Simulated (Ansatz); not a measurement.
Relaxed CsBr (CsCl type):

```xyz
4
Lattice="8.7779 0.0000 0.0000 0.0000 4.3890 0.0000 0.0000 0.0000 4.3890" Properties=species:S:1:pos:R:3 pbc="T T T"
Cs     0.0000     0.0000     0.0000
Cs     4.3890     0.0000     0.0000
Br     2.1945     2.1945     2.1945
Br     6.5835     2.1945     2.1945
```

The numbers are results of PBE (plane waves to 420 eV, PAW, scalar-relativistic; Ansatz, a program for electronic structure), not measurements. k mesh 3×6×6 (Γ-centred), Fermi-Dirac smearing 0.05 eV. CsBr was relaxed with its symmetry unable to fall.

One atom of the cell was then moved (with its periodic images), all else fixed, and the forces (eV/Å) came out as:

```json
[
 {"atom": "Cs1", "Fx": "-0.011", "Fy": "0.024", "Fz": "0.000"},
 {"atom": "Cs2", "Fx": "-0.233", "Fy": "0.221", "Fz": "0.000"},
 {"atom": "Br3", "Fx": "-0.250", "Fy": "0.008", "Fz": "0.000"},
 {"atom": "Br4", "Fx": "0.494", "Fy": "-0.253", "Fz": "0.000"}
]
```

Which atom was moved, and by which vector (Å)?

Br4, by (-0.32, 0.32, 0.00), 0.45 Å in all.

(For displaced atoms, the force is minus the slope of the energy, and its curvature is a force constant, which sets phonon frequencies.)
